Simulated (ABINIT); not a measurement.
# PbSe (Clausthalite) (Fm-3m) in ABINIT: further runs

Aim: see how the results for PbSe (Clausthalite) move with the level of theory and the settings. Levels: HCTH407, WC, SCAN. Tasks: band structure.

All numbers are computed with ABINIT 10.8.3 (patched build); they aren't measurements. Logs are shortened: lines on timing, memory, paths and dates and some standing lists are left out, and cuts for length are marked. The log counts tension as positive stress, the text compression.

**The experiment to reproduce.**

A printed reference work, monograph reports, for a bulk crystal of PbSe: band gap 0.15 eV (direct) at 4.2 K; band gap 0.28 eV (direct) at 300 K.

The results are compared with them further down.

**1. Starting point**

The structure is cubic, space group Fm-3m (No. 225). Conventional cell: a = 6.121 Å, b = 6.121 Å, c = 6.121 Å, α = 90.00°, β = 90.00°, γ = 90.00°. Around Pb (site symmetry m-3m) lie 6 Se at 3.06 Å. Around Se (site symmetry m-3m) lie 6 Pb at 3.06 Å.

**2. Band structure, HCTH407**

File run.abi:

```
# Datasets: ground state, then fixed potential
ndtset 2

# Pseudopotentials
pp_dirpath "./"
pseudos "Pb.GGA_PBE-JTH_sp.xml, Se.GGA_PBE-JTH.xml"

# Structure
acell 3*1.0 Angstrom
rprim
     0.0000000000     3.0606500000     3.0606500000
     3.0606500000     0.0000000000     3.0606500000
     3.0606500000     3.0606500000     0.0000000000
ntypat 2
znucl 82 34
natom 2
typat 1 2
xred
     0.0000000000     0.0000000000     0.0000000000
     0.5000000000     0.5000000000     0.5000000000

# Plane-wave basis
ecut 15.0
pawecutdg 30.0

# Exchange and correlation
ixc 27

# Bands and occupations
occopt 3
tsmear 0.00183747

# SCF cycle
nstep 100

# Output
iomode 3
prtwf 0
prteig 0
prtebands 0
enunit 2
prtden1 1

# Dataset 1
kptopt1 1
ngkpt1 8 8 8
nshiftk1 1
shiftk1 0.0 0.0 0.0
nband1 9
tolvrs1 1.0e-9

# Dataset 2: bands along G-X-W-K-G-L-U-W-L-K
iscf2 -2
getden2 1
nband2 13
nbdbuf2 2
tolwfr2 1.0e-12
kptopt2 -9
ndivsm2 6
prteig2 1
kptbounds2
     0.0000000000     0.0000000000     0.0000000000
     0.5000000000     0.0000000000     0.5000000000
     0.5000000000     0.2500000000     0.7500000000
     0.3750000000     0.3750000000     0.7500000000
     0.0000000000     0.0000000000     0.0000000000
     0.5000000000     0.5000000000     0.5000000000
     0.6250000000     0.2500000000     0.6250000000
     0.5000000000     0.2500000000     0.7500000000
     0.5000000000     0.5000000000     0.5000000000
     0.3750000000     0.3750000000     0.7500000000
```

Potentials or basis: JTH PAW PBE v2.0 sp.

Run with:

```sh
abinit run.abi > log 2>&1
```

run.abo:

```text
.Version 10.8.3 of ABINIT
 DATASET    1 : space group Fm -3 m (#225); Bravais cF (face-center cubic)
================================================================================
 Values of the parameters that define the memory need for DATASET  1.
     intxc =       0    ionmov =       0      iscf =       7    lmnmax =      13
     lnmax =       5     mgfft =      30  mpssoang =       3    mqgrid =    3001
     natom =       2  nloc_mem =       2    nspden =       1   nspinor =       1
    nsppol =       1      nsym =      48    n1xccc =       1    ntypat =       2
    occopt =       3   xclevel =       2
       mpw =        1084          nfft =       27000          nkpt =          29
 PAW method is used; the additional fine FFT grid is defined by:
   mgfftf=        45    nfftf =     91125
================================================================================
================================================================================

 DATASET    2 : space group Fm -3 m (#225); Bravais cF (face-center cubic)
================================================================================
 Values of the parameters that define the memory need for DATASET  2.
     intxc =       0    ionmov =       0      iscf =      -2    lmnmax =      13
     lnmax =       5     mgfft =      30  mpssoang =       3    mqgrid =    3001
     natom =       2  nloc_mem =       2    nspden =       1   nspinor =       1
    nsppol =       1      nsym =      48    n1xccc =       1    ntypat =       2
    occopt =       3   xclevel =       2
       mpw =        1089          nfft =       27000          nkpt =         103
 PAW method is used; the additional fine FFT grid is defined by:
   mgfftf=        45    nfftf =     91125
================================================================================
================================================================================

--------------------------------------------------------------------------------
------------- Echo of variables that govern the present computation ------------
--------------------------------------------------------------------------------
 -outvars: echo values of preprocessed input variables --------
            acell      1.8897261259E+00  1.8897261259E+00  1.8897261259E+00 Bohr
              amu      2.07200000E+02  7.89600000E+01
             ecut      1.50000000E+01 Hartree
           enunit           2
           getden1          0
           getden2          1
             iscf1          7
             iscf2         -2
                       outvar_i_n : Printing only first  50 k-points.
              ixc          27
           jdtset        1    2
                       outvar_i_n : Printing only first  50 k-points.
           kptopt1          1
           kptopt2         -9
         kptrlatt        8    0    0      0    8    0      0    0    8
          kptrlen1     6.54361171E+01
          kptrlen2     3.00000000E+01
            natom           2
            nband1          9
            nband2         13
           nbdbuf1          0
           nbdbuf2          2
           ndtset           2
           ndivsm1          0
           ndivsm2          6
            ngfft          30      30      30
          ngfftdg          45      45      45
             nkpt1         29
             nkpt2        103
            nstep         100
             nsym          48
           ntypat           2
           occopt           3
        pawecutdg      3.00000000E+01 Hartree
         pawxcdev           0
        prtebands           0
           prteig1          0
           prteig2          1
            prtwf           0
            rprim      0.0000000000E+00  3.0606500000E+00  3.0606500000E+00
                       3.0606500000E+00  0.0000000000E+00  3.0606500000E+00
                       3.0606500000E+00  3.0606500000E+00  0.0000000000E+00
           shiftk1     0.00000000E+00  0.00000000E+00  0.00000000E+00
           shiftk2     5.00000000E-01  5.00000000E-01  5.00000000E-01
          spgroup         225
           tolvrs1     1.00000000E-09
           tolvrs2     0.00000000E+00
           tolwfr1     0.00000000E+00
           tolwfr2     1.00000000E-12
           tsmear      1.83747000E-03 Hartree
[... 883 lines left out ...]
iteration_state: {dtset: 2, }
comment   : Summary of ground state results
lattice_vectors:
- [  0.0000000,   5.7837903,   5.7837903, ]
- [  5.7837903,   0.0000000,   5.7837903, ]
- [  5.7837903,   5.7837903,   0.0000000, ]
lattice_lengths: [   8.17951,    8.17951,    8.17951, ]
lattice_angles: [ 60.000,  60.000,  60.000, ] # degrees, (23, 13, 12)
lattice_volume:   3.8696136E+02
convergence: {deltae:  0.000E+00, res2:  0.000E+00, residm:  9.991E-13, diffor:  0.000E+00, }
etotal    :  -1.33604578E+01
entropy   :   0.00000000E+00
fermie    :   1.32217172E-02
cartesian_stress_tensor: null
pressure_GPa: null
xred      :
[... 28 lines left out ...]
  -0.49420   -0.23669   -0.06233   -0.06233   -0.06233    0.17618    0.17618    0.17618
   0.22644    0.22644    0.22644    0.25980    0.25980
 kpt#   2, nband= 13, wtk=  1.00000, kpt=  0.0294  0.0000  0.0294 (reduced coord)
  -0.49388   -0.23774   -0.06281   -0.06281   -0.06046    0.16929    0.17570    0.17570
   0.22526    0.22807    0.22807    0.25996    0.26265
 kpt#   3, nband= 13, wtk=  1.00000, kpt=  0.0588  0.0000  0.0588 (reduced coord)
  -0.49292   -0.24074   -0.06422   -0.06422   -0.05516    0.15236    0.17454    0.17454
   0.22192    0.23259    0.23259    0.26044    0.26837
 kpt#   4, nband= 13, wtk=  1.00000, kpt=  0.0882  0.0000  0.0882 (reduced coord)
  -0.49134   -0.24522   -0.06649   -0.06649   -0.04722    0.13107    0.17333    0.17333
   0.21689    0.23920    0.23920    0.26122    0.27374
 kpt#   5, nband= 13, wtk=  1.00000, kpt=  0.1176  0.0000  0.1176 (reduced coord)
  -0.48917   -0.25063   -0.06951   -0.06951   -0.03805    0.10933    0.17259    0.17259
   0.21074    0.24706    0.24706    0.26229    0.27821
 kpt#   6, nband= 13, wtk=  1.00000, kpt=  0.1471  0.0000  0.1471 (reduced coord)
  -0.48645   -0.25645   -0.07314   -0.07314   -0.02999    0.09047    0.17266    0.17266
[... 277 lines left out ...]
 kpt#  99, nband= 13, wtk=  1.00000, kpt=  0.4250  0.4250  0.6500 (reduced coord)
  -0.45069   -0.31239   -0.12236   -0.07417   -0.05444    0.09050    0.11040    0.16582
   0.24992    0.28242    0.28744    0.30507    0.30919
 kpt# 100, nband= 13, wtk=  1.00000, kpt=  0.4125  0.4125  0.6750 (reduced coord)
  -0.44947   -0.30882   -0.13483   -0.07960   -0.06261    0.10329    0.12077    0.18150
   0.24102    0.28424    0.28797    0.30286    0.30824
 kpt# 101, nband= 13, wtk=  1.00000, kpt=  0.4000  0.4000  0.7000 (reduced coord)
  -0.44841   -0.30523   -0.14506   -0.08459   -0.06986    0.11503    0.13087    0.19410
   0.23201    0.28692    0.28891    0.30055    0.30706
 kpt# 102, nband= 13, wtk=  1.00000, kpt=  0.3875  0.3875  0.7250 (reduced coord)
  -0.44764   -0.30183   -0.15257   -0.08900   -0.07619    0.12531    0.14037    0.20335
   0.22325    0.28984    0.29022    0.29852    0.30559
 kpt# 103, nband= 13, wtk=  1.00000, kpt=  0.3750  0.3750  0.7500 (reduced coord)
  -0.44730   -0.29882   -0.15696   -0.09273   -0.08161    0.13388    0.14904    0.20895
   0.21515    0.29178    0.29205    0.29766    0.30378
 Eigenvalues (   eV  ) for nkpt= 103  k points:
 kpt#   1, nband= 13, wtk=  1.00000, kpt=  0.0000  0.0000  0.0000 (reduced coord)
 -13.44800   -6.44055   -1.69602   -1.69602   -1.69602    4.79415    4.79415    4.79415
   6.16184    6.16184    6.16184    7.06940    7.06940
 kpt#   2, nband= 13, wtk=  1.00000, kpt=  0.0294  0.0000  0.0294 (reduced coord)
 -13.43925   -6.46931   -1.70904   -1.70904   -1.64532    4.60672    4.78096    4.78096
   6.12977    6.20609    6.20609    7.07378    7.14717
 kpt#   3, nband= 13, wtk=  1.00000, kpt=  0.0588  0.0000  0.0588 (reduced coord)
 -13.41315   -6.55079   -1.74742   -1.74742   -1.50085    4.14581    4.74947    4.74947
   6.03876    6.32903    6.32903    7.08680    7.30259
 kpt#   4, nband= 13, wtk=  1.00000, kpt=  0.0882  0.0000  0.0882 (reduced coord)
 -13.37014   -6.67279   -1.80923   -1.80923   -1.28484    3.56652    4.71645    4.71645
   5.90181    6.50883    6.50883    7.10815    7.44876
 kpt#   5, nband= 13, wtk=  1.00000, kpt=  0.1176  0.0000  0.1176 (reduced coord)
 -13.31100   -6.82012   -1.89143   -1.89143   -1.03538    2.97511    4.69647    4.69647
   5.73439    6.72273    6.72273    7.13728    7.57042
 kpt#   6, nband= 13, wtk=  1.00000, kpt=  0.1471  0.0000  0.1471 (reduced coord)
 -13.23684   -6.97838   -1.99014   -1.99014   -0.81617    2.46180    4.69831    4.69831
[... 278 lines left out ...]
 -12.26388   -8.50059   -3.32970   -2.01815   -1.48131    2.46273    3.00400    4.51232
   6.80076    7.68515    7.82176    8.30132    8.41362
 kpt# 100, nband= 13, wtk=  1.00000, kpt=  0.4125  0.4125  0.6750 (reduced coord)
 -12.23068   -8.40344   -3.66900   -2.16609   -1.70364    2.81066    3.28643    4.93876
   6.55851    7.73466    7.83614    8.24136    8.38770
 kpt# 101, nband= 13, wtk=  1.00000, kpt=  0.4000  0.4000  0.7000 (reduced coord)
 -12.20175   -8.30566   -3.94738   -2.30187   -1.90093    3.12999    3.56114    5.28184
   6.31318    7.80738    7.86167    8.17838    8.35544
 kpt# 102, nband= 13, wtk=  1.00000, kpt=  0.3875  0.3875  0.7250 (reduced coord)
 -12.18085   -8.21326   -4.15162   -2.42178   -2.07328    3.40989    3.81961    5.53337
   6.07505    7.88697    7.89734    8.12327    8.31549
 kpt# 103, nband= 13, wtk=  1.00000, kpt=  0.3750  0.3750  0.7500 (reduced coord)
 -12.17177   -8.13142   -4.27114   -2.52325   -2.22081    3.64302    4.05564    5.68581
   5.85444    7.93984    7.94718    8.09963    8.26631

== END DATASET(S) ==============================================================
================================================================================

 -outvars: echo values of variables after computation  --------
            acell      1.8897261259E+00  1.8897261259E+00  1.8897261259E+00 Bohr
           etotal1    -1.3360457768E+01
            fcart1    -0.0000000000E+00 -0.0000000000E+00 -0.0000000000E+00
                      -0.0000000000E+00 -0.0000000000E+00 -0.0000000000E+00
            rprim      0.0000000000E+00  3.0606500000E+00  3.0606500000E+00
                       3.0606500000E+00  0.0000000000E+00  3.0606500000E+00
                       3.0606500000E+00  3.0606500000E+00  0.0000000000E+00
           strten1    -1.4597694628E-04 -1.4597694628E-04 -1.4597694628E-04
                       0.0000000000E+00  0.0000000000E+00  0.0000000000E+00
           xangst      0.0000000000E+00  0.0000000000E+00  0.0000000000E+00
                       3.0606500000E+00  3.0606500000E+00  3.0606500000E+00
             xred      0.0000000000E+00  0.0000000000E+00  0.0000000000E+00
                       5.0000000000E-01  5.0000000000E-01  5.0000000000E-01
 Calculation completed.
```

Run time: 38 s. Hardware: 1 thread of Arm Neoverse V1, shared host; peak memory 0.12 GiB.

What came out:

| Quantity | Value |
| --- | --- |
| Free energy | -363.5566 eV |
| Pressure | 4.3 GPa |
| Band gap on the k mesh | 0.69 eV, direct |
| Band gap along the path | 0.69 eV, direct |
| Valence electrons inside the program's atomic spheres | Pb 2.56; Se 3.99 |

Levels at the corners of the path, in eV from the valence-band top:
| point | band 2 | band 3 | band 4 | band 5 | band 6 | band 7 | band 8 | band 9 |
| --- | --- | --- | --- | --- | --- | --- | --- | --- |
| Γ | -6.45 | -1.71 | -1.71 | -1.71 | 4.78 | 4.78 | 4.78 | 6.15 |
| X | -7.56 | -4.67 | -3.02 | -3.02 | 4.15 | 5.67 | 5.67 | 6.21 |
| W | -8.14 | -3.96 | -3.96 | -0.73 | 2.05 | 5.25 | 5.25 | 7.10 |
| K | -8.15 | -4.29 | -2.54 | -2.24 | 3.63 | 4.04 | 5.67 | 5.84 |
| Γ | -6.45 | -1.71 | -1.71 | -1.71 | 4.78 | 4.78 | 4.78 | 6.15 |
| L | -8.84 | -1.35 | -1.35 | 0.00 | 0.69 | 1.86 | 1.86 | 7.50 |
| U | -8.15 | -4.29 | -2.54 | -2.24 | 3.63 | 4.04 | 5.67 | 5.84 |
| W | -8.14 | -3.96 | -3.96 | -0.73 | 2.05 | 5.25 | 5.25 | 7.10 |
| L | -8.84 | -1.35 | -1.35 | 0.00 | 0.69 | 1.86 | 1.86 | 7.50 |
| K | -8.15 | -4.29 | -2.54 | -2.24 | 3.63 | 4.04 | 5.67 | 5.84 |

Caveat: the PAW data sets were made with another functional, which shifts forces and pressure a little; spin-orbit coupling is left out, which as a rule narrows the gap of such compounds by several tenths of an eV; this set keeps more shells in the core, which shifts pressures and gaps.

(Part 1 of 2 ends here.)
